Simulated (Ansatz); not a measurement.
# Ru: how well frozen cores do

The same cell of Ru is computed with full-potential LAPW, PAW with frozen cores and datasets made for this crystal, to set the results side by side.

Method: DFT PBE, scalar-relativistic, in Ansatz 0.2.0.

## (1) The structure to begin with

The structure is hexagonal, space group P6_3/mmc (No. 194). The conventional cell has a = 2.706 Å, b = 2.706 Å, c = 4.282 Å, α = 90.00°, β = 90.00°, γ = 120.00°. Ru (site symmetry -6m2) is surrounded by 12 Ru at 2.65 to 2.71 Å.

Structure file:

```
Ru
1.0
     2.70580    0.00000    0.00000
    -1.35290    2.34329    0.00000
     0.00000    0.00000    4.28190
Ru
2
Direct
  0.33333 0.66667 0.25000
  0.66667 0.33333 0.75000
```

The structure is an experimental refinement, used without relaxation.

Atoms are numbered in the order of the input: Ru1, Ru2.

## (2) Full-potential LAPW

Input file input.yaml:

```yaml
crystal:
  lattice:
    - [2.7057993342, 0.0, 0.0]
    - [-1.3528996671, 2.343290961, 0.0]
    - [0.0, 0.0, 4.2819]
  atoms:
    - { symbol: Ru, position: [0.3333333333, 0.6666666667, 0.25] }
    - { symbol: Ru, position: [0.6666666667, 0.3333333333, 0.75] }
kpoints:
  mp_grid: { grid: [14, 14, 8] }
  band_path:
    path:
      - [0.0, 0.0, 0.0]
      - [0.5, 0.0, 0.0]
      - [0.3333333333, 0.3333333333, 0.0]
      - [0.0, 0.0, 0.0]
      - [0.0, 0.0, 0.5]
      - [0.5, 0.0, 0.5]
      - [0.3333333333, 0.3333333333, 0.5]
      - [0.0, 0.0, 0.5]
      - [0.5, 0.0, 0.5]
    npoints: 8
scf:
  occupations: { method: fermi_dirac, width: 0.03 }
hamiltonian:
  xc: pbe
  pseudopotentials: { kind: all_electron, lapw: { basis_error: 0.001 } }
output:
  forces: true
  stress: true
  eigenvalues: true
  fatbands: true
  populations: true
  dos: { projected: true, de: 0.2, e_range: [-14, 8] }
```

Log:

```text
Ru: projections on atomic orbitals take those of the free atom 1s2 2s2 2p6 3s2 3p6 3d10 4s2 4p6 4d7 5s1, of charge +0.00 (hamiltonian.pseudopotentials.projection_atoms)
LAPW: plane waves up to 8.587 Å⁻¹, error target 1.0e-3 eV per atom; small_component_spin mean_spin; Ru in spheres of 1.325 Å, 26 of its electrons in bands, Dirac shells []
Engine: ansatz 0.2.0
Pseudopotentials: kind: all_electron
Pseudopotential: Ru, LAPW, valence charge 26, Koelling and Harmon's equation, gaussian nucleus
Functional definition: PBE
  parameter kappa = 0.804
  parameter beta = 0.06672455060314922
  exchange = pbe_x(kappa = kappa, mu = beta*pi^2/3)
  correlation = pbe_c(beta = beta)
Crystal: 2 atoms, lattice volume = 27.149 Å³
Basis set: ecut = 280.95863689145415 eV, 299 PW (Γ), exchange–correlation at level 2
Bands: 32, of which v1, the nominal top of the filled ones, is band 26 counted from 1 (25 counted from 0)
Symmetry: 24 space group operations
Space group: P63/mmc (ITA 194), of the structure as read, at distance tolerance 3.0e-5 Å
k-points: 120 of 1568
Non-local potential: Ru, projectors of the file, none
Initial density: superposition of atomic densities (chi_scale 0.1, normalization cell)
Initial wavefunctions: plane waves of lowest kinetic energy (no species holds an atomic orbital)
Functional: x = pbe(κ = 0.804, μ = 0.2195149727645171), c = pbe(β = 0.06672455060314922)
iter 1 solved again at ethr=6.19e-4 eV; its pass at ethr=1.00e-1 eV (dr2=3.22e-1 eV) is discarded
SCF iter   1: F=—  HF=-246591.567841 eV  |F-HF|=—  |Δ(HF+E_count)|=         —  Δρ=4.91e-2  dr2=3.23e-1  ethr=6.19e-4  ⟨swp⟩=2.5  Hψ=24814  notcnv=0
preconditioner: auto → Kerker (q_TF=auto, 3.040 Å⁻¹)  [metal: Δε(μ)=0.026 eV  Ē_g=9.247 eV  σ=0.030 eV  W_gap=0.21  n_scr=10 (ndim 8)  ℏωp=28.5 eV  f_vac=0.000  D(μ)=2.26/eV (n_scr^D=22)]
iter 2 solved again at ethr=4.89e-5 eV; its pass at ethr=6.19e-4 eV (dr2=2.54e-2 eV) is discarded
SCF iter   2: F=—  HF=-246590.403159 eV  |F-HF|=—  |Δ(HF+E_count)|=    1.16e0  Δρ=1.17e-2  dr2=2.54e-2  ethr=4.89e-5  ⟨swp⟩=2.0  Hψ=20027  notcnv=0
SCF iter   3: F=—  HF=-246590.364978 eV  |F-HF|=—  |Δ(HF+E_count)|=   3.82e-2  Δρ=1.08e-2  dr2=2.22e-2  ethr=4.89e-5  ⟨swp⟩=2.0  Hψ=11574  notcnv=0
SCF iter   4: F=—  HF=-246590.361348 eV  |F-HF|=—  |Δ(HF+E_count)|=   3.63e-3  Δρ=4.79e-3  dr2=5.37e-3  ethr=4.28e-5  ⟨swp⟩=2.0  Hψ=10693  notcnv=0
SCF iter   5: F=—  HF=-246590.361332 eV  |F-HF|=—  |Δ(HF+E_count)|=   1.63e-5  Δρ=1.27e-3  dr2=4.37e-4  ethr=1.03e-5  ⟨swp⟩=2.0  Hψ=11188  notcnv=0
SCF iter   6: F=—  HF=-246590.361356 eV  |F-HF|=—  |Δ(HF+E_count)|=   2.43e-5  Δρ=2.07e-4  dr2=1.03e-5  ethr=8.40e-7  ⟨swp⟩=2.0  Hψ=11193  notcnv=0
SCF iter   7: F=—  HF=-246590.361354 eV  |F-HF|=—  |Δ(HF+E_count)|=   2.50e-6  Δρ=3.90e-5  dr2=4.08e-7  ethr=1.97e-8  ⟨swp⟩=2.0  Hψ=11193  notcnv=0
SCF iter   8: F=-246590.361354 eV  HF=-246590.361354 eV  |F-HF|=4.04e-8  |Δ(HF+E_count)|=   1.55e-7  Δρ=1.17e-5  dr2=3.89e-8  ethr=7.84e-10  ⟨swp⟩=2.0  Hψ=11193  notcnv=0
SCF 1 converged in 8 iterations: F = -246590.361354 eV  dr2 = 3.89e-8
NSCF: frozen V_eff on 65 k-points
SCF converged after 8 iterations
Free energy (F): -246590.361354 eV
Harris-Foulkes:  -246590.361354 eV  (|F-HF|=4.04e-8)
Internal energy: -246590.354637 eV  (E = F + TS)
E sigma→0 (E₀):  -246590.357996 eV
Entropy (-TS):   -0.006716 eV (-3.358 meV/atom)
Fermi energy:    25.754959 eV
--- Per-component energies (eV) ---
  E_band       = -4914.565941
  E_kinetic    = 256425.870562
  E_xc         = -7283.173127
  E_electrostatic = -495733.052072  (all electrons and nuclei)
  E_smearing   = -0.006716  (= −TS)
  E_closure    = 0.000000  (closes the sum)
  E_atoms      = -246571.887780  (free atoms, spherical and without spin; not in F)
  Σ components = -246590.361354   (vs F -246590.361354, Δ=0.00e0)
  Basis errors (estimates in eV, not in F): energy 2.1e-4 per atom: plane waves 1.9e-4 (9.7e-5 summed), levels above the bands 1.1e-169, relativity 6.7e-8, radial functions 1.4e-5, core shells 1.3e-6; eigenvalues (radial functions only) 1.6e-6; not estimated: angular momenta, meshes, grids; target (lapw.basis_error) 1.0e-3; muffin-tin radii Ru 1.325 Å
--- Forces (eV/Å), atoms counted from 1 ---
  atom   1  Ru     0.00000000     0.00000000     0.00000000
  atom   2  Ru     0.00000000    -0.00000000     0.00000000
  max |Σ_I F_I| component: 0.00e0 eV/Å
--- Stress (GPa, compression-positive) ---
        5.050642      -0.000000       0.000000
        0.000000       5.050642       0.000000
        0.000000       0.000000       3.370356
  P = ⅓ Tr σ = 4.4905 GPa (44.905 kbar)
--- Band table (eV; the first three rows and the last of 120) ---
  k-point 0: bands = ["-244.0293", "-244.0293", "-244.0205", "-244.0205", "-244.0205", "-244.0205", "-244.0128", "-244.0128", "-244.0128", "-244.0128", "-47.3647", "-47.1599", "-17.8562", "-16.9151", "-16.9151", "-16.7445", "-16.7445", "-16.7085", "17.7819", "19.5642", "23.1741", "23.1741", "23.3457", "23.8561", "23.8561", "24.3773", "24.3773", "26.9524", "26.9524", "27.0534", "36.0781", "40.5681"]
  k-point 1: bands = ["-244.0293", "-244.0293", "-244.0205", "-244.0205", "-244.0205", "-244.0205", "-244.0128", "-244.0128", "-244.0128", "-244.0128", "-47.3570", "-47.1678", "-17.8145", "-16.9087", "-16.9087", "-16.7543", "-16.7510", "-16.7510", "17.9567", "19.6220", "23.0745", "23.0745", "23.2592", "23.7537", "23.7537", "24.6143", "24.6143", "26.4805", "26.9612", "26.9612", "36.8304", "40.2299"]
  k-point 2: bands = ["-244.0293", "-244.0293", "-244.0205", "-244.0205", "-244.0205", "-244.0205", "-244.0128", "-244.0128", "-244.0128", "-244.0128", "-47.3351", "-47.1903", "-17.6948", "-16.8903", "-16.8903", "-16.8838", "-16.7697", "-16.7697", "18.4480", "19.7649", "22.9371", "22.9371", "23.0469", "23.5056", "23.5056", "25.1423", "25.1423", "25.2091", "26.9215", "26.9215", "38.6199", "39.8365"]
  k-point 119: bands = ["-244.0293", "-244.0293", "-244.0205", "-244.0205", "-244.0205", "-244.0205", "-244.0128", "-244.0128", "-244.0128", "-244.0128", "-47.1443", "-47.1443", "-17.6213", "-17.6213", "-17.3291", "-17.3291", "-16.9054", "-16.9054", "20.9432", "20.9432", "21.7476", "21.7476", "23.0443", "23.0443", "24.6343", "24.6343", "27.0321", "27.0321", "33.7487", "33.7487", "36.6195", "36.6195"]
--- Löwdin populations: 2 sites ---
  site symbol       q [e]
     0     Ru     43.9138
     1     Ru     43.9138
  spilling = 0.001960 (of n_electrons = 88.000000)
```

Wall time 23 s (1 thread, shared host).

Result: pressure 4.49 GPa; no gap.

Levels at the path's labelled points, in eV from the Fermi level:

```
point  band 23  band 24  band 25  band 26  band 27  band 28  band 29
    Γ    -2.41    -1.90    -1.90    -1.38    -1.38     1.20     1.20
    M    -2.06    -1.78    -1.51     1.45     1.86     1.93     4.08
    K    -2.83    -2.83    -1.06     1.02     1.02     1.46     7.03
    Γ    -2.41    -1.90    -1.90    -1.38    -1.38     1.20     1.20
    A    -2.75    -2.75    -2.70    -2.70     0.56     0.56     0.56
    L    -1.05    -1.05     0.46     0.46     1.70     1.70     3.41
    H    -2.70    -2.70    -1.17    -1.17     1.24     1.24     8.46
    A    -2.75    -2.75    -2.70    -2.70     0.56     0.56     0.56
    L    -1.05    -1.05     0.46     0.46     1.70     1.70     3.41
```

States per cell, counted by energy window (eV from the Fermi level, on a grid of 0.20 eV):

```csv
from,to,total,Ru 4d,Ru 5s
-9,-8,0.00,0.00,0.00
-8,-7,0.06,0.00,0.05
-7,-6,0.28,0.08,0.18
-6,-5,2.78,2.28,0.46
-5,-4,2.39,2.15,0.21
-4,-3,2.26,2.09,0.13
-3,-2,3.27,3.08,0.14
-2,-1,2.94,2.71,0.16
-1,0,1.80,1.65,0.10
0,1,1.79,1.70,0.06
1,2,3.33,3.21,0.10
2,3,0.56,0.34,0.17
3,4,0.53,0.21,0.22
4,5,0.47,0.13,0.21
```

## (3) PAW with frozen cores

input.yaml: that of step 2 with these lines changed.

```diff
@@ -26,3 +26,3 @@
   xc: pbe
-  pseudopotentials: { kind: all_electron, lapw: { basis_error: 0.001 } }
+  pseudopotentials: { kind: paw }
 output:
@@ -31,4 +31,5 @@
   eigenvalues: true
-  fatbands: true
+  efg: { contact_densities: true }
   populations: true
+  bader: true
   dos: { projected: true, de: 0.2, e_range: [-14, 8] }
```

Log:

```text
Ru: output.efg is read without spin–orbit coupling, which moves field gradients at and beside such atoms by some per cent and up to a factor of two; PAW files take it under magnetization.noncollinear and magnetization.spin_orbit
[... 1 set-up line as earlier in the session ...]
Pseudopotentials: kind: paw
Pseudopotential: Ru, paw, valence charge 16, recommended cutoff 420 eV (normal)
[... 5 set-up lines as earlier in the session ...]
Crystal: 2 atoms, lattice volume = 27.149 Å³
Basis set: ecut = 420 eV, 537 PW (Γ), exchange–correlation on 40×40×60 points (8 copies of the dense FFT grid, shifted against one another)
Bands: 20, of which v1, the nominal top of the filled ones, is band 16 counted from 1 (15 counted from 0)
[... 2 set-up lines as earlier in the session ...]
k-points: 120 of 1568
Non-local potential: Ru, projectors of the file, l = 0: 3, l = 1: 2, l = 2: 2, l = 3: 1
PAW form: soft (Blöchl's): semilocal exchange-correlation on the pseudo side does not see the compensation charge
PAW one-centre angular grid: Ru, 590 points (default); XC on 64 Gauss nodes
Initial density: superposition of atomic densities (neutral atoms: chi_scale 0, normalization atom), corrected by the library's trained network
Initial wavefunctions: pseudopotential atomic-orbital guess
[... 1 set-up line as earlier in the session ...]
SCF iter   1: F=—  HF=-11757.365164 eV  |F-HF|=—  |Δ(HF+E_count)|=         —  Δρ=6.46e-3  dr2=2.29e-3  ethr=1.77e-3  ⟨swp⟩=5.3  Hψ=9529  notcnv=0
preconditioner: auto → none  [metal: Δε(μ)=0.010 eV  Ē_g=5.836 eV  σ=0.030 eV  W_gap=0.08  n_scr=8 (ndim 8)  ℏωp=28.5 eV  f_vac=0.000  D(μ)=2.31/eV (n_scr^D=22)  sad-step TF]
SCF iter   2: F=—  HF=-11757.367714 eV  |F-HF|=—  |Δ(HF+E_count)|=   2.55e-3  Δρ=3.83e-3  dr2=8.35e-4  ethr=7.15e-6  ⟨swp⟩=2.0  Hψ=5297  notcnv=0  defer=1
SCF iter   3: F=—  HF=-11757.368803 eV  |F-HF|=—  |Δ(HF+E_count)|=   1.09e-3  Δρ=2.68e-4  dr2=3.47e-6  ethr=2.61e-6  ⟨swp⟩=2.0  Hψ=3279  notcnv=0  defer=1
SCF iter   4: F=—  HF=-11757.368771 eV  |F-HF|=—  |Δ(HF+E_count)|=   3.25e-5  Δρ=1.11e-4  dr2=6.59e-7  ethr=1.08e-8  ⟨swp⟩=2.0  Hψ=4327  notcnv=0  defer=1
SCF iter   5: F=—  HF=-11757.368771 eV  |F-HF|=—  |Δ(HF+E_count)|=   9.11e-7  Δρ=2.68e-5  dr2=1.08e-7  ethr=2.06e-9  ⟨swp⟩=2.0  Hψ=4316  notcnv=0  defer=1
SCF iter   6: F=-11757.368771 eV  HF=-11757.368771 eV  |F-HF|=3.62e-10  |Δ(HF+E_count)|=   2.17e-8  Δρ=3.89e-6  dr2=2.11e-9  ethr=3.13e-10  ⟨swp⟩=4.3  Hψ=7837  notcnv=0
SCF 1 converged in 6 iterations: F = -11757.368771 eV  dr2 = 2.11e-9
NSCF: frozen V_eff on 65 k-points
SCF converged after 6 iterations
Free energy (F): -11757.368771 eV
Harris-Foulkes:  -11757.368771 eV  (|F-HF|=3.62e-10)
Internal energy: -11757.362069 eV  (E = F + TS)
E sigma→0 (E₀):  -11757.365420 eV
Entropy (-TS):   -0.006702 eV (-3.351 meV/atom)
Fermi energy:    23.513074 eV
--- Per-component energies (eV) ---
  E_band       = -105.961242
  E_kinetic    = 1028.859935
  E_local      = -2515.079482  (includes V_loc(G=0)·N_el)
  E_nonlocal   = 685.892064
  E_hartree    = 808.239352
  E_xc         = -381.450095
  E_vxc        = -478.939983  (∫ρ·V_xc dr)
  E_paw        = -6921.367443  (= ΣΔE_a)
  E_vpaw       = -443.169697  (= ΣTr[D̂ρ^β])
  E_aug_tail   = -0.000389  (compensation charges beyond the density's cutoff)
  E_ewald      = -4462.456013
  E_smearing   = -0.006702  (= −TS)
  E_closure    = 0.000000  (closes the sum)
  Σ components = -11757.368771   (vs F -11757.368771, Δ=0.00e0)
--- Forces (eV/Å), atoms counted from 1 ---
  atom   1  Ru     0.00000000     0.00000000     0.00000000
  atom   2  Ru     0.00000000    -0.00000000     0.00000000
  max |Σ_I F_I| component: 0.00e0 eV/Å
--- Stress (GPa, compression-positive) ---
        5.108675       0.000000       0.000000
        0.000000       5.108675       0.000000
        0.000000       0.000000       3.454375
  P = ⅓ Tr σ = 4.5572 GPa (45.572 kbar)
--- PAW observables at the nuclei: V_zz in 10²¹ V/m², potentials from the cell's mean, atoms counted from 1 ---
  atom   1  Ru V_zz =    -0.902929   η = 0.0000   by run symmetry: allowed
            electrostatic potential = -6805.492460 V   contact ρ = 719498.578395 e/Å³
  atom   2  Ru V_zz =    -0.902929   η = 0.0000   by run symmetry: allowed
            electrostatic potential = -6805.492460 V   contact ρ = 719498.578395 e/Å³
--- Band table (eV; the first three rows and the last of 120) ---
  k-point 0: bands = ["-49.6088", "-49.4034", "-20.1015", "-19.1600", "-19.1600", "-18.9894", "-18.9894", "-18.9541", "15.5418", "17.3227", "20.9313", "20.9313", "21.1026", "21.6133", "21.6133", "22.1345", "22.1345", "24.7103", "24.7103", "24.8168"]
  k-point 1: bands = ["-49.6011", "-49.4114", "-20.0598", "-19.1536", "-19.1536", "-19.0000", "-18.9960", "-18.9960", "15.7165", "17.3806", "20.8315", "20.8315", "21.0162", "21.5109", "21.5109", "22.3716", "22.3716", "24.2432", "24.7189", "24.7189"]
  k-point 2: bands = ["-49.5791", "-49.4339", "-19.9401", "-19.1352", "-19.1352", "-19.1294", "-19.0146", "-19.0146", "16.2079", "17.5235", "20.6938", "20.6938", "20.8042", "21.2628", "21.2628", "22.8996", "22.8996", "22.9707", "24.6787", "24.6787"]
  k-point 119: bands = ["-49.3878", "-49.3878", "-19.8663", "-19.8663", "-19.5739", "-19.5739", "-19.1507", "-19.1507", "18.7020", "18.7020", "19.5066", "19.5066", "20.8035", "20.8035", "22.3927", "22.3927", "24.7899", "24.7899", "31.5111", "31.5111"]
--- Löwdin populations: 2 sites ---
  site symbol       q [e]
     0     Ru     15.9102
     1     Ru     15.9102
  spilling = 0.005612 (of n_electrons = 32.000000)
--- Bader charges: 2 sites ---
  site symbol  charge [e]  shift [e]
     0     Ru      0.0000     0.0000
     1     Ru      0.0000     0.0000
  estimated error of the sums over rays = 8.5e-5 e
```

Wall time 20 s (1 thread, shared host).

In short: pressure 4.56 GPa; no gap; Vzz Ru1 -0.90 (η = 0.00) (10²¹ V/m²).

```csv
atom,Bader charge (e),basin volume (Å³)
Ru1,+0.00,13.57
```

## (4) Datasets made for this crystal

input.yaml: that of step 3 with these lines changed.

```diff
@@ -26,3 +26,3 @@
   xc: pbe
-  pseudopotentials: { kind: paw }
+  pseudopotentials: { kind: all_electron, datasets: crystal }
 output:
@@ -32,4 +32 @@
   efg: { contact_densities: true }
-  populations: true
-  bader: true
-  dos: { projected: true, de: 0.2, e_range: [-14, 8] }
```

Log (excerpt; [...] marks lines left out):

```text
[...]
band count auto-derived: 13 (N_el = 16.0; filled up to band 8; 12 by the electrons, moments and atoms)
Ru: output.efg is read without spin–orbit coupling, which moves field gradients at and beside such atoms by some per cent and up to a factor of two; PAW files take it under magnetization.noncollinear and magnetization.spin_orbit
[...]
[... 1 set-up line as earlier in the session ...]
Pseudopotential: Ru, paw, valence charge 16, recommended cutoff 320 eV (normal), Koelling and Harmon's equation, gaussian nucleus
[... 1 set-up line as earlier in the session ...]
[...]
Crystal: 2 atoms, lattice volume = 27.149 Å³
Basis set: ecut = 320 eV, 325 PW (Γ), exchange–correlation on 32×32×50 points (8 copies of the dense FFT grid, shifted against one another)
Bands: 13, of which v1, the nominal top of the filled ones, is band 8 counted from 1 (7 counted from 0)
[... 1 set-up line as earlier in the session ...]
[...]
  atom   1  Ru     0.00000000     0.00000000     0.00000000
  atom   2  Ru    -0.00000000    -0.00000000     0.00000000
[...]
--- Stress (GPa, compression-positive) ---
        5.050485      -0.000000       0.000000
       -0.000000       5.050485       0.000000
        0.000000       0.000000       3.370048
  P = ⅓ Tr σ = 4.4903 GPa (44.903 kbar)
  It holds what live shells' own plane waves past their cutoff add
--- PAW observables at the nuclei: V_zz in 10²¹ V/m², potentials from the cell's mean, atoms counted from 1 ---
  atom   1  Ru V_zz =    -1.016614   η = 0.0000   by run symmetry: allowed
            electrostatic potential = -6805.665750 V   contact ρ = 719533.779015 e/Å³
  atom   2  Ru V_zz =    -1.016614   η = 0.0000   by run symmetry: allowed
            electrostatic potential = -6805.665750 V   contact ρ = 719533.779015 e/Å³
--- Band table (eV; the first three rows and the last of 120) ---
  k-point 0: bands = ["17.7818", "19.5643", "23.1741", "23.1741", "23.3458", "23.8560", "23.8560", "24.3774", "24.3774", "26.9525", "26.9525"]
[...]
```

Run time: 36 s. Hardware: 1 thread, shared host.

Read from it: pressure 4.49 GPa; no gap; Vzz Ru1 -1.02 (η = 0.00) (10²¹ V/m²).

```csv
atom,contact density (e/Å³)
Ru1,719533.8
```

## (5) Comparison

| method | pressure (GPa) | Vzz Ru1 (10²¹ V/m²) | SCF cycles, all passes |
| --- | --- | --- | --- |
| LAPW | 4.49 | – | 8 |
| PAW | 4.56 | -0.90 | 6 |
| crystal datasets | 4.49 | -1.02 | 8 |

## (6) Summary of results

```
           quantity                                           value
           pressure  LAPW 4.49, PAW 4.56, crystal datasets 4.49 GPa
         gap (LAPW)                                            none
Bader charges (PAW)                                     Ru1 +0.00 e
```

In words: The pressure of 4.5 GPa pushes the cell to expand, with the atoms held in place. Bands cross the Fermi level: the crystal is a metal at this level. Ru 4d carries the largest share, 96 %, of the projected states within 0.3 eV of the Fermi level. The projection holds only the free atom's occupied shells (Ru 5s, Ru 4d in this range). The field gradient at Ru1, the largest by crystal datasets, is -0.90 by PAW and -1.02 by crystal datasets (10²¹ V/m²); frozen cores can miss part of the core's response. Spin–orbit coupling is left out, which moves gradients at and beside heavy atoms by some per cent and at worst by a factor of two. In pressure, PAW differs from LAPW by +0.07 GPa.
